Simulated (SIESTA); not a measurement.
GaSb under changes of volume

One of the cells (28.625 Å³/atom); the others are scaled copies at fixed shape and fractional positions:

```
Sb Ga
1.0
     0.00000    3.05900    3.05900
     3.05900    0.00000    3.05900
     3.05900    3.05900    0.00000
Sb Ga
1 1
Direct
  0.75000 0.75000 0.75000
  0.00000 0.00000 0.00000
```

| Property | Result |
| --- | --- |
| Program | SIESTA 5.4.2 |
| Functional | AM05 |
| Potentials or basis | PseudoDojo 0.4 standard (PBEsol files) |
| Basis | DZP (energy shift 0.002 Ry; radii capped at 9.5 bohr) |
| Grid cutoff | 800 Ry |
| Energy shift | 0.002 Ry |
| k mesh | 8 × 8 × 8 |
| Occupations | fermi-dirac, width 0.05 eV |
| Spin | no spin polarisation |

```tsv
volume (Å³/atom)	energy over the lowest point (meV/atom)	pressure (GPa)	gap on the mesh (eV)
26.907	32.44	4.9	0.50
27.480	17.53	3.5	0.33
28.052	7.60	2.2	0.17
28.625	2.25	1.1	none
29.197	0.00	0.2	none
29.770	?	?	?
30.342	5.27	-1.5	none
```

Q: What does the run at 29.770 Å³/atom give?

A: Energy over the lowest point 1.12 meV/atom; pressure -0.8 GPa; gap on the mesh none.

Worked out: A Birch-Murnaghan fit of order 3 (a polynomial in V^(-2/3)) to the other rows has its minimum at 29.25 Å³/atom with B0 = V·E''(V) = 44 GPa and B' = 6.9. It gives 1.34 meV/atom at 29.770 Å³/atom, against the run's 1.12, and -dE/dV = -0.7 GPa, against -0.8.

Energies are extrapolated to zero smearing.

Caveats: semicore shells carry a single zeta, which can move pressures by several GPa and volumes by a few percent; the potentials were made for another functional, which shifts forces and pressure; the basis of atomic orbitals isn't converged, which shifts pressures, moduli and gaps; spin-orbit coupling is left out, which moves the levels of the heavy elements (some runs).

A mesh can miss the band edges.

A gap of «none» marks a metal or a gap under the smearing width.
